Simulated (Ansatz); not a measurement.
The input (input.yaml):

```yaml
crystal:
  lattice:
    - [10.86, 0.0, 0.0]
    - [0.0, 10.86, 0.0]
    - [0.0, 0.0, 10.86]
  atoms:
    - { symbol: Si, position: [0.50070192, -0.00025589, -0.00021627] }
    - { symbol: Si, position: [0.62832127, 0.12177236, 0.12521087] }
    - { symbol: Si, position: [0.75019836, 0.24959629, 6.533e-05] }
    - { symbol: Si, position: [0.8750164, 0.37521724, 0.12462358] }
    - { symbol: Si, position: [0.75850932, -0.00842595, 0.2416489], spin: 0.16 }
    - { symbol: Si, position: [0.87407219, 0.12240012, 0.37176128] }
    - { symbol: Si, position: [-0.00753005, -0.00727579, 0.00698493], spin: 0.16 }
    - { symbol: Si, position: [0.12215027, 0.12224862, 0.12412916] }
    - { symbol: Si, position: [0.24898361, 0.24922676, 0.0001959] }
    - { symbol: Si, position: [0.3752594, 0.37496694, 0.1246337] }
    - { symbol: Si, position: [0.50101822, 0.50118005, -1.174e-05] }
    - { symbol: Si, position: [0.62807026, 0.62814949, 0.12389687] }
    - { symbol: Si, position: [0.75864758, 0.75908176, 0.00867248], spin: 0.16 }
    - { symbol: Si, position: [0.24932227, -0.00028209, 0.24938129] }
    - { symbol: Si, position: [0.37488616, 0.12487315, 0.37432437] }
    - { symbol: Si, position: [0.50118573, 0.24869087, 0.24905279] }
    - { symbol: Si, position: [0.62517217, 0.37489799, 0.37415789] }
    - { symbol: Si, position: [0.75013814, 0.50070947, 0.24928244] }
    - { symbol: Si, position: [0.8753561, 0.62818224, 0.37155624] }
    - { symbol: Si, position: [0.50075701, -0.00028009, 0.4985818] }
    - { symbol: Si, position: [0.6252563, 0.1246628, 0.62445982] }
    - { symbol: Si, position: [0.75025398, 0.24936817, 0.49880987] }
    - { symbol: Si, position: [0.87500737, 0.37527929, 0.62474078] }
    - { symbol: Si, position: [0.75009462, -0.00039545, 0.7502342] }
    - { symbol: Si, position: [0.87523235, 0.12238286, 0.87738251] }
    - { symbol: Si, position: [-0.00043257, 0.50084784, -0.0002421] }
    - { symbol: Si, position: [0.12236898, 0.62774585, 0.12507012] }
    - { symbol: Si, position: [0.24946146, 0.75050927, 5.821e-05] }
    - { symbol: Si, position: [0.37510203, 0.87520987, 0.12469128] }
    - { symbol: Si, position: [-0.00048562, 0.2494765, 0.24935258] }
    - { symbol: Si, position: [0.12448687, 0.37530009, 0.37423036] }
    - { symbol: Si, position: [0.24920035, 0.50087376, 0.24916441] }
    - { symbol: Si, position: [0.37457484, 0.62555058, 0.37425869] }
    - { symbol: Si, position: [0.50059958, 0.7502634, 0.24933473] }
    - { symbol: Si, position: [0.62774359, 0.87572053, 0.37176059] }
    - { symbol: Si, position: [-0.00041119, -0.00013476, 0.4987502] }
    - { symbol: Si, position: [0.12473791, 0.12451067, 0.62468503] }
    - { symbol: Si, position: [0.24988312, 0.25032686, 0.4997657] }
    - { symbol: Si, position: [0.37501842, 0.3752072, 0.62467954] }
    - { symbol: Si, position: [0.49986939, 0.50017667, 0.49947068] }
    - { symbol: Si, position: [0.62548286, 0.62527981, 0.62463776] }
    - { symbol: Si, position: [0.75022531, 0.75052919, 0.49903181] }
    - { symbol: Si, position: [0.87504227, 0.87522272, 0.6245727] }
    - { symbol: Si, position: [0.24907564, -0.00046593, 0.75064771] }
    - { symbol: Si, position: [0.37465544, 0.12475394, 0.87507918] }
    - { symbol: Si, position: [0.49985772, 0.2499763, 0.7496175] }
    - { symbol: Si, position: [0.62519322, 0.37515749, 0.87495728] }
    - { symbol: Si, position: [0.75042643, 0.50119946, 0.75088654] }
    - { symbol: Si, position: [0.87404229, 0.62849005, 0.87792584] }
    - { symbol: Si, position: [-0.00814293, 0.75794984, 0.24100334], spin: 0.16 }
    - { symbol: Si, position: [0.12176138, 0.8744364, 0.37136018] }
    - { symbol: Si, position: [-0.00065023, 0.50126649, 0.49850224] }
    - { symbol: Si, position: [0.12447126, 0.62537852, 0.62445607] }
    - { symbol: Si, position: [0.24865753, 0.75063739, 0.49857118] }
    - { symbol: Si, position: [0.37489048, 0.8750038, 0.62454661] }
    - { symbol: Si, position: [-0.00046452, 0.24889564, 0.75043772] }
    - { symbol: Si, position: [0.12442901, 0.3747824, 0.87495163] }
    - { symbol: Si, position: [0.24983379, 0.50001573, 0.74966356] }
    - { symbol: Si, position: [0.37497169, 0.62549221, 0.87498444] }
    - { symbol: Si, position: [0.50098467, 0.75024863, 0.75039202] }
    - { symbol: Si, position: [0.62786947, 0.8742227, 0.87753285] }
    - { symbol: Si, position: [-0.00053534, 0.75028983, 0.75027452] }
    - { symbol: Si, position: [0.12213923, 0.87554762, 0.87739001] }
magnetization:
  spin_polarized: true
total_charge: -1
basis:
  ecutwfc: 420.0
kpoints:
  mp_grid: { grid: [1, 1, 1] }
hamiltonian:
  xc: pbe
  dispersion: d3bj
  pseudopotentials: { kind: paw, azcp: { folder: soft_1 } }
scf:
  occupations: { method: gaussian, width: 0.05 }
  lower_state_search: "off"
  max_iter: 59
neb:
  images: 3
  f_tol: 0.05
  max_iterations: 21
  order_check: false
  max_displacement: 1.0
  optimiser: fire
  final_atoms:
    - { symbol: Si, position: [0.50266984, 0.00052101, 0.00266974] }
    - { symbol: Si, position: [0.63276208, 0.11723792, 0.13276225] }
    - { symbol: Si, position: [0.74947899, 0.24733016, 0.00266974] }
    - { symbol: Si, position: [0.87475665, 0.37452404, 0.12524335] }
    - { symbol: Si, position: [0.86723785, -0.11723785, 0.13276215] }
    - { symbol: Si, position: [0.86723775, 0.11723792, 0.36723792] }
    - { symbol: Si, position: [-0.00266967, -0.00052155, 0.00266967] }
    - { symbol: Si, position: [0.12452406, 0.1247566, 0.12524312] }
    - { symbol: Si, position: [0.25031157, 0.24967027, 0.00032985] }
    - { symbol: Si, position: [0.3759251, 0.3740749, 0.12555873] }
    - { symbol: Si, position: [0.50032973, 0.49968843, 0.00032985] }
    - { symbol: Si, position: [0.6252434, 0.62547594, 0.12524312] }
    - { symbol: Si, position: [0.75052155, 0.75266967, 0.00266967] }
    - { symbol: Si, position: [0.25, 8.0e-08, 0.25000008] }
    - { symbol: Si, position: [0.37547607, 0.12475676, 0.37475676] }
    - { symbol: Si, position: [0.50266954, 0.24733046, 0.24947879] }
    - { symbol: Si, position: [0.62524324, 0.37452393, 0.37475676] }
    - { symbol: Si, position: [0.74999992, 0.5, 0.25000008] }
    - { symbol: Si, position: [0.87475688, 0.62547594, 0.3747566] }
    - { symbol: Si, position: [0.50266954, -0.00052121, 0.49733046] }
    - { symbol: Si, position: [0.62524324, 0.12475676, 0.62452393] }
    - { symbol: Si, position: [0.75052121, 0.24733046, 0.49733046] }
    - { symbol: Si, position: [0.87444127, 0.3740749, 0.6240749] }
    - { symbol: Si, position: [0.74999992, 8.0e-08, 0.75] }
    - { symbol: Si, position: [0.87475688, 0.1247566, 0.87547594] }
    - { symbol: Si, position: [-0.00032974, 0.50031118, 0.00032974] }
    - { symbol: Si, position: [0.12407469, 0.62592531, 0.12555812] }
    - { symbol: Si, position: [0.24968882, 0.75032974, 0.00032974] }
    - { symbol: Si, position: [0.37547596, 0.87524335, 0.12524335] }
    - { symbol: Si, position: [-0.00266974, 0.24733016, 0.25052101] }
    - { symbol: Si, position: [0.12407444, 0.37407434, 0.37444163] }
    - { symbol: Si, position: [0.24999974, 0.50000026, 0.2500004] }
    - { symbol: Si, position: [0.37592566, 0.62592556, 0.37444163] }
    - { symbol: Si, position: [0.50266984, 0.75266974, 0.25052101] }
    - { symbol: Si, position: [0.63276208, 0.88276225, 0.36723792] }
    - { symbol: Si, position: [-0.00266974, 0.00052101, 0.49733016] }
    - { symbol: Si, position: [0.12407444, 0.12444163, 0.62407434] }
    - { symbol: Si, position: [0.24968872, 0.24967028, 0.49967028] }
    - { symbol: Si, position: [0.37497852, 0.37502148, 0.62502148] }
    - { symbol: Si, position: [0.50032972, 0.50031128, 0.49967028] }
    - { symbol: Si, position: [0.62555837, 0.62592556, 0.62407434] }
    - { symbol: Si, position: [0.74947899, 0.75266974, 0.49733016] }
    - { symbol: Si, position: [0.87475665, 0.87524335, 0.62452404] }
    - { symbol: Si, position: [0.24999974, 4.0e-07, 0.75000026] }
    - { symbol: Si, position: [0.37592566, 0.12444163, 0.87592556] }
    - { symbol: Si, position: [0.50032972, 0.24967028, 0.75031128] }
    - { symbol: Si, position: [0.62555837, 0.37407434, 0.87592556] }
    - { symbol: Si, position: [0.7499996, 0.50000026, 0.75000026] }
    - { symbol: Si, position: [0.87444188, 0.62592531, 0.87592531] }
    - { symbol: Si, position: [-0.00266967, 0.75266967, 0.24947845] }
    - { symbol: Si, position: [0.12452406, 0.87524312, 0.3747566] }
    - { symbol: Si, position: [-0.00032985, 0.49968843, 0.49967027] }
    - { symbol: Si, position: [0.12502137, 0.62497863, 0.6250211] }
    - { symbol: Si, position: [0.25031157, 0.75032985, 0.49967027] }
    - { symbol: Si, position: [0.3759251, 0.87555873, 0.6240749] }
    - { symbol: Si, position: [-0.00032985, 0.24967027, 0.74968843] }
    - { symbol: Si, position: [0.12502137, 0.3750211, 0.87497863] }
    - { symbol: Si, position: [0.24999988, 0.50000012, 0.75000012] }
    - { symbol: Si, position: [0.3749789, 0.62497863, 0.87497863] }
    - { symbol: Si, position: [0.50032973, 0.75032985, 0.74968843] }
    - { symbol: Si, position: [0.6252434, 0.87524312, 0.87547594] }
    - { symbol: Si, position: [-0.00032974, 0.75032974, 0.75031118] }
    - { symbol: Si, position: [0.12407469, 0.87555812, 0.87592531] }
```

Launched with:

```bash
$ ansatz run input.yaml --threads 4 --pin off --max-ram 10240MiB --backend cpu --events-out ev --progress --plain --runs-dir out
```

Hardware: 4 threads of Intel(R) Xeon(R) Processor @ 2.50GHz (Skylake/Cascade Lake), on a shared host.

Q: Roughly how long does this run take, and how much memory?

A: 22 min, with a peak of 4.4 GiB, for 17 band iterations.
